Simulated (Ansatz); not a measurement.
# Al in Ansatz: reference runs

Reference runs on Al: the cell as given.

Program: Ansatz 0.2.0. These are calculated values, not measurements. Logs are shortened: lines on timing, memory, paths and dates and some standing lists are left out, and cuts for length are marked.

### Step 1. The cell of the first run

The cell holds a slab with vacuum, 7 atoms: a = 2.827 Å, b = 2.827 Å, c = 28.779 Å, α = 90.00°, β = 90.00°, γ = 120.00°.

### Step 2. Single point, PBE (the (0 0 1) slab of Al, cut from the database cell, not relaxed)

Contents of input.yaml:

```yaml
crystal:
  lattice:
    - [2.8270770242, 0.0, 0.0]
    - [-1.4135385121, 2.4483205214, 0.0]
    - [0.0, 0.0, 28.778989605]
  atoms:
    - { symbol: Al, position: [0.33333333, 0.66666666, 0.2606067865] }
    - { symbol: Al, position: [0.0, 0.0, 0.3404045243] }
    - { symbol: Al, position: [0.66666667, 0.33333334, 0.4202022622] }
    - { symbol: Al, position: [0.0, 0.0, 0.5] }
    - { symbol: Al, position: [0.33333333, 0.66666666, 0.5797977378] }
    - { symbol: Al, position: [0.0, 0.0, 0.6595954757] }
    - { symbol: Al, position: [0.66666667, 0.33333334, 0.7393932135] }
hamiltonian:
  xc: pbe
  pseudopotentials: { kind: paw }
kpoints:
  mp_grid: { grid: [11, 11, 1] }
scf:
  occupations: { method: fermi_dirac, width: 0.05 }
output:
  forces: true
  eigenvalues: true
efield:
  axis: 3
  dipole_correction: true
  ramp_width: 0.04
```

Potentials or basis: Ansatz PAW.

Launch:

```bash
> ansatz run input.yaml --threads 4 --pin off --max-ram 11264MiB --backend cpu --events-out ev --progress --plain --runs-dir out
```

What it wrote:

```text
Warning: RAYON_NUM_THREADS=4 ignored (pool sized by the plan → 4); use --threads N
Engine: ansatz 0.2.0, aarch64-unknown-linux-gnu
Pseudopotentials: kind: paw
Pseudopotential: Al, paw, valence charge 3, recommended cutoff 420 eV (normal), Al.paw.azcp
Functional definition: PBE
  parameter kappa = 0.804
  parameter beta = 0.06672455060314922
  exchange = pbe_x(kappa = kappa, mu = beta*pi^2/3)
  correlation = pbe_c(beta = beta)
Crystal: 7 atoms, lattice volume = 199.196 Å³
Basis set: ecut = 420 eV, 3913 PW (Γ), exchange–correlation on 40×40×400 points (8 copies of the dense FFT grid, shifted against one another)
Bands: 18, of which v1, the nominal top of the filled ones, is band 11 counted from 1 (10 counted from 0)
Symmetry: 6 space group operations
k-points: 16 of 121 (time reversal used)
Non-local potential: Al, projectors of the file, l = 0: 2, l = 1: 2, l = 2: 1
PAW form: soft (Blöchl's): semilocal exchange-correlation on the pseudo side does not see the compensation charge
PAW one-centre angular grid: Al, 110 points (default); XC on 64 Gauss nodes
Initial density: superposition of atomic densities (neutral atoms: chi_scale 0, normalization atom), corrected by the library's trained network
Initial wavefunctions: pseudopotential atomic-orbital guess
Functional: x = pbe(κ = 0.804, μ = 0.2195149727645171), c = pbe(β = 0.06672455060314922)
SCF iter   1: F=—  HF=-3761.729871 eV  |F-HF|=—  |Δ(HF+E_count)|=         —  Δρ=1.98e-3  dr2=2.63e-1  ethr=1.77e-3  p=0.000 e·Å  D=4.17e-14 V/Å  ΔV_dip=-0.00 eV  dr2_dipole=2.68e-6  V_vac-E_F(+/−)=4.05/4.05 eV  ⟨swp⟩=9.9  Hψ=2247  notcnv=0
efield: sawtooth ramp at fractional position 0.9800 (placed from the atoms, in the widest stretch of the axis that holds none; the zero of the levels goes with the place), width 0.0400; the density the first Hamiltonian is built on has a dipole p = 0.000 e·Å; the dipole correction subtracts the counter field D = 4.17e-14 V/Å, which shifts the + side's vacuum level by -0.00 eV against the − side's; the planar-averaged density in the ramp window peaks in size at 1.4e-5 e/Å³
preconditioner: auto → LDOS  [metal: Δε(μ)=0.107 eV  Ē_g=7.089 eV  σ=0.050 eV  W_gap=0.47  n_scr=16 (ndim 8)  ℏωp=12.1 eV  f_vac=0.360  D(μ)=3.88/eV (n_scr^D=16)  β→1.0]
SCF iter   2: F=—  HF=-3761.721986 eV  |F-HF|=—  |Δ(HF+E_count)|=   7.89e-3  Δρ=5.83e-4  dr2=1.25e-2  ethr=1.25e-3  p=-0.000 e·Å  D=-3.06e-6 V/Å  ΔV_dip=0.00 eV  dr2_dipole=1.59e-6  V_vac-E_F(+/−)=4.03/4.03 eV  ⟨swp⟩=1.4  Hψ=435  notcnv=0  defer=10
SCF iter   3: F=—  HF=-3761.721783 eV  |F-HF|=—  |Δ(HF+E_count)|=   2.03e-4  Δρ=1.48e-4  dr2=3.76e-4  ethr=5.95e-5  p=0.000 e·Å  D=6.02e-6 V/Å  ΔV_dip=-0.00 eV  dr2_dipole=1.80e-9  V_vac-E_F(+/−)=4.01/4.01 eV  ⟨swp⟩=2.1  Hψ=336  notcnv=0  defer=16
SCF iter   4: F=—  HF=-3761.721757 eV  |F-HF|=—  |Δ(HF+E_count)|=   2.62e-5  Δρ=4.07e-5  dr2=1.33e-5  ethr=1.79e-6  p=0.000 e·Å  D=1.56e-6 V/Å  ΔV_dip=-0.00 eV  dr2_dipole=1.24e-9  V_vac-E_F(+/−)=4.00/4.00 eV  ⟨swp⟩=2.1  Hψ=453  notcnv=0  defer=16
SCF iter   5: F=—  HF=-3761.721901 eV  |F-HF|=—  |Δ(HF+E_count)|=   1.45e-4  Δρ=1.35e-5  dr2=1.33e-6  ethr=6.31e-8  p=0.000 e·Å  D=9.38e-7 V/Å  ΔV_dip=-0.00 eV  dr2_dipole=4.14e-10  V_vac-E_F(+/−)=3.99/3.99 eV  ⟨swp⟩=2.5  Hψ=455  notcnv=0  defer=16
SCF iter   6: F=—  HF=-3761.721902 eV  |F-HF|=—  |Δ(HF+E_count)|=   1.46e-7  Δρ=4.35e-6  dr2=1.80e-7  ethr=6.32e-9  p=0.000 e·Å  D=4.98e-7 V/Å  ΔV_dip=-0.00 eV  dr2_dipole=6.79e-14  V_vac-E_F(+/−)=3.99/3.99 eV  ⟨swp⟩=2.6  Hψ=451  notcnv=0  defer=16
SCF iter   7: F=-3761.721902 eV  HF=-3761.721902 eV  |F-HF|=2.74e-9  |Δ(HF+E_count)|=  6.26e-10  Δρ=1.14e-6  dr2=1.16e-8  ethr=4.76e-10  p=0.000 e·Å  D=8.34e-8 V/Å  ΔV_dip=-0.00 eV  dr2_dipole=2.27e-12  V_vac-E_F(+/−)=3.99/3.99 eV  ⟨swp⟩=12.2  Hψ=1668  notcnv=0
SCF 1 converged in 7 iterations: F = -3761.721902 eV  dr2 = 1.16e-8
SCF converged after 7 iterations
Free energy (F): -3761.721902 eV
Harris-Foulkes:  -3761.721902 eV  (|F-HF|=2.74e-9)
Internal energy: -3761.689555 eV  (E = F + TS)
E sigma→0 (E₀):  -3761.705728 eV
Entropy (-TS):   -0.032347 eV (-4.621 meV/atom)
Fermi energy:    2.959665 eV
Dipole field:    D = -0.000002 V/Å  (p = -0.000002 e·Å, saw-weighted, corrected)
Work function:   Φ+ = 3.9896 eV   Φ− = 3.9896 eV
Levels:          The Fermi level and band energies are counted from a zero that moves with the ramp; work functions are not
--- Per-component energies (eV) ---
  E_band       = -30.364826
  E_kinetic    = 159.476405
  E_local      = -5340.317222  (includes V_loc(G=0)·N_el)
  E_nonlocal   = 73.302830
  E_hartree    = 2652.512784
  E_xc         = -277.627936
  E_vxc        = -201.934624  (∫ρ·V_xc dr)
  E_paw        = -3271.670955  (= ΣΔE_a)
  E_vpaw       = -25.910316  (= ΣTr[D̂ρ^β])
  E_aug_tail   = -0.000015  (compensation charges beyond the density's cutoff)
  E_efield     = 0.000000  (sawtooth field / dipole correction)
  E_vefield    = 0.000000  (∫n·V_field dr)
  E_ewald      = 2242.634555
  E_smearing   = -0.032347  (= −TS)
  E_closure    = 0.000000  (closes the sum)
  Σ components = -3761.721902   (vs F -3761.721902, Δ=0.00e0)
--- Forces (eV/Å), atoms counted from 1 ---
  atom   1  Al     0.00000000     0.00000000    -0.16254588
  atom   2  Al     0.00000000     0.00000000    -0.02181420
  atom   3  Al     0.00000000    -0.00000000    -0.00337876
  atom   4  Al     0.00000000     0.00000000    -0.00000411
  atom   5  Al     0.00000000     0.00000000     0.00338312
  atom   6  Al     0.00000000     0.00000000     0.02181607
  atom   7  Al    -0.00000000     0.00000000     0.16254344
  max |Σ_I F_I| component: 3.18e-7 eV/Å
--- Band table (eV; the first three rows and the last of 16) ---
  k-point 0: bands = ["-8.3274", "-7.9482", "-7.3076", "-6.4375", "-5.3450", "-4.0291", "-2.4616", "-1.0008", "0.8978", "2.7910", "4.6114", "6.0430", "6.6512", "7.7340", "7.8465", "9.8308", "9.8463", "12.3299"]
  k-point 1: bands = ["-8.1238", "-7.7451", "-7.1053", "-6.2362", "-5.1450", "-3.8304", "-2.2629", "-0.8105", "1.0877", "2.9777", "4.7962", "6.2309", "6.8513", "7.9148", "8.0385", "9.9707", "9.9996", "10.9662"]
  k-point 2: bands = ["-7.5148", "-7.1376", "-6.5001", "-5.6344", "-4.5469", "-3.2367", "-1.6705", "-0.2407", "1.6514", "3.5234", "5.3210", "6.6831", "7.4212", "7.5618", "7.8257", "8.3506", "8.5766", "8.7836"]
  k-point 15: bands = ["-1.0408", "-0.9685", "-0.6684", "-0.6419", "-0.1294", "0.0055", "0.4460", "1.0521", "1.1635", "1.3977", "1.5166", "1.9110", "2.4192", "2.8942", "3.1375", "3.4869", "4.3816", "4.9225"]
```

Wall time 2.1 s (4 threads of Arm Neoverse V1, shared host); peak memory 0.4 GiB.

Results:

- Free energy: -3761.7219 eV
- Largest force: 0.163 eV/Å
- Band gap on the k mesh: none (metal or under the smearing width)
- Work function of the upper face: 3.99 eV
- Work function of the lower face: 3.99 eV
- Dipole across the slab: 0.000 e·Å

Forces on the atoms (eV/Å):
```
Al   0.000  0.000 -0.163
Al   0.000  0.000 -0.022
Al   0.000  0.000 -0.003
Al   0.000  0.000  0.000
Al   0.000  0.000  0.003
Al   0.000  0.000  0.022
Al   0.000  0.000  0.163
```
